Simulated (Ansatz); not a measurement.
KBr, h-MgO type, relaxed with r2SCAN. Space group P6_3/mmc (No. 194), hexagonal; a = 5.618 Å, c = 6.554 Å in the conventional setting, 44.78 Å³ an atom. Around K lie 5 Br at 3.24–3.28 Å; around Br lie 5 K at 3.24–3.28 Å.

```
CELL_PARAMETERS angstrom
5.61812 0.00000 0.00000
-2.80906 4.86544 0.00000
0.00000 0.00000 6.55360
ATOMIC_POSITIONS crystal
K 0.33333 0.66667 0.25000
K 0.66667 0.33333 0.75000
Br 0.66667 0.33333 0.25000
Br 0.33333 0.66667 0.75000
```

The questions ask for values computed with Ansatz on this geometry. No magnetic order and no zero-point or thermal motion; the cell was built from a prototype and may be hypothetical.

Given (6×6×4 mesh): LDA gives a direct gap of 3.87 eV at Γ.

Task: What does PBE give for the gap (6×6×4 mesh)?

Result: PBE gives a direct gap of 4.19 eV at Γ. The gap differs by +0.32 eV from LDA's.

Task: What does PBE+SOC give for the gap (6×6×4 mesh)?

Result: The PBE+SOC gap is direct at Γ: 4.10 eV. Spin-orbit coupling itself accounts for -0.09 eV. The gap differs by +0.23 eV from LDA's.

Task: How does the gap change from LDA to r2SCAN (6×6×4)?

Result: With r2SCAN the gap is 4.76 eV and direct, at Γ. The gap differs by +0.89 eV from LDA's.

Task: Estimate the gap with HSE06 on 6×6×4.

Result: With HSE06 the gap is 5.30 eV and direct, at Γ. The gap differs by +1.43 eV from LDA's.

Task: What does G0W0@PBE with 534 empty bands, a screening cutoff of 120 eV and a 6×6×2 mesh give?

Result: 6.81 eV (PBE's gap over the path plus the quasiparticle shift read on the mesh). Over the mesh points the PBE gap of 4.19 eV becomes a quasiparticle gap of 6.81 eV (direct at Γ), a change of +2.62 eV. Renormalisation factors Z lie between 0.80 and 0.87. No extrapolation in bands, cutoff or mesh was made for G0W0.

Task: Roughly how does the cost of the HSE06 run (6×6×4) compare with r2SCAN's (6×6×4)?

Result: About 40 times as much (12 core-minutes against 17 core-seconds, on a shared machine).

Task: What are ε∞ and the Born charges with r2SCAN?

Result: ε∞: 2.07 along x and y, 2.18 along z. Born charges, averaged over directions: K +1.05, Br -1.05 e.

Task: What fraction of exact exchange does the dielectric-dependent hybrid take (1/ε∞ of PBE, averaged over directions)?

Result: 0.457.

Task: Relaxed again with PBEsol, is the cell stable at the zone centre, and where do its optical modes lie?

Result: The zone-centre optical frequencies run from 42 to 127 cm⁻¹, none imaginary (the rest of the zone wasn't tested). With the long-range field the highest mode reaches 162 cm⁻¹.

Only the levels marked +SOC include spin-orbit coupling.

The meshes of the hybrids are coarse, so their gaps aren't converged to the digits shown.
